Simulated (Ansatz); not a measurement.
MoS2 (3R-MoS2 type) under strain

MoS2, 3R-MoS2 type, relaxed with r2SCAN+rVV10 in the PAW code Ansatz. It is trigonal, R3m (No. 160); a = 3.175 Å, c = 18.582 Å in the conventional setting, 18.03 Å³ an atom. Mo has 6 S at 2.40 Å; S has 3 Mo at 2.40 Å.

The axes x, y and z are those of this cell:
```xyz
3
Lattice="1.5876 0.9166 6.1939 -1.5876 0.9166 6.1939 0.0000 -1.8332 6.1939" Properties=species:S:1:pos:R:3 pbc="T T T"
Mo    0.0000    0.0000   -0.0003
S     0.0000    0.0000    7.7486
S     0.0000    0.0000    4.6395
```

Unstrained: With PBE the valence top lies at T and the conduction bottom at Γ–S₀ (0.53 of the way from Γ), 0.936 eV higher; the smallest vertical gap, at k = (-0.163, 0.163, -1/2), is 1.691 eV. A second conduction valley, at k = (-0.163, 0.163, -1/2), lies only 30 meV higher, so their order isn't settled. r2SCAN gives an indirect gap of 1.031 eV, from T to k = (-0.163, 0.163, -1/2); the least direct gap is 1.796 eV at k = (-0.163, 0.163, -1/2). A second conduction valley, at Γ–S₀ (0.53 of the way from Γ), lies only 12 meV higher, so their order isn't settled. With HSE06 the valence top lies at T and the conduction bottom at k = (1/6, -1/2, -1/6), 1.427 eV higher; the smallest vertical gap, at k = (1/6, -1/2, -1/6), is 2.148 eV. Meshes: PBE 10×10×10, r2SCAN 10×10×10, HSE06 6×6×6. Strains are changes of length per length, and xy shears are angles. After each strain the atoms were relaxed again with r2SCAN+rVV10 within the symmetry that the strain leaves, so tilts or polar shifts that break it weren't tested; points keep the names that they have in the unstrained zone. Calculated for a static, non-magnetic cell.

Changes of the least gap in eV (an overlap counts as a negative gap):
```tsv
strain	volume change (%)	space group	PBE	r2SCAN	HSE06
isotropic +1.0 % on every length	+3.0	R3m	-0.116	-0.152	–
epitaxial +1.0 % in the xy plane, free normal strain -0.50 %	+1.5	R3m	-0.177	-0.216	–
xy shear, engineering strain (angle) +1.5 %	0.0	P1	-0.003	+0.001	–
epitaxial -1.0 % in the xy plane, free normal strain +0.50 %	-1.5	R3m	+0.039	+0.055	–
uniaxial +4.0 % along x	+4.0	Cm	-0.328	-0.371	–
```

Isotropic +1.0 % on every length. r2SCAN: the gap goes from 1.031 to 0.879 eV (-0.152 eV); the edges go from T → (-0.163, 0.163, -1/2) to T → (0.122, 0.456, -0.208). Stress change with PBE, compression positive: xx -2.80, yy -2.80, zz -0.69 GPa.

Epitaxial +1.0 % in the xy plane, free normal strain -0.50 %. r2SCAN: the gap goes from 1.031 to 0.815 eV (-0.216 eV); the edges go from T → (-0.163, 0.163, -1/2) to T → (1/8, 0.458, -0.206). Stress change with PBE, compression positive: xx -2.66, yy -2.66, zz -0.17 GPa.

Xy shear, engineering strain (angle) +1.5 %. r2SCAN: the gap goes from 1.031 to 1.032 eV (+0.001 eV). Stress change with PBE, compression positive: xx +0.02, yy +0.05, zz 0.00, xy -1.22, xz -0.05 GPa.

Epitaxial -1.0 % in the xy plane, free normal strain +0.50 %. r2SCAN: the gap goes from 1.031 to 1.086 eV (+0.055 eV); the edges go from T → (-0.163, 0.163, -1/2) to T → Γ–S₀ (0.53). Stress change with PBE, compression positive: xx +2.85, yy +2.85, zz +0.19 GPa.

Uniaxial +4.0 % along x, other directions held. r2SCAN: the gap goes from 1.031 to 0.660 eV (-0.371 eV); the edges go from T → (-0.163, 0.163, -1/2) to T → (0.174, -0.174, -1/2). Stress change with PBE, compression positive: xx -7.66, yy -2.40, zz -0.71, yz -0.11 GPa.

The runs are scalar-relativistic, without spin-orbit coupling.

Where an edge lies off the special points, it is a point of the mesh or the k point where a search put PBE's edge or least direct gap, reused for the other functionals, whose own edges may lie a little apart.

Coordinates of k points refer to the reciprocal vectors of the primitive cell of the runs.
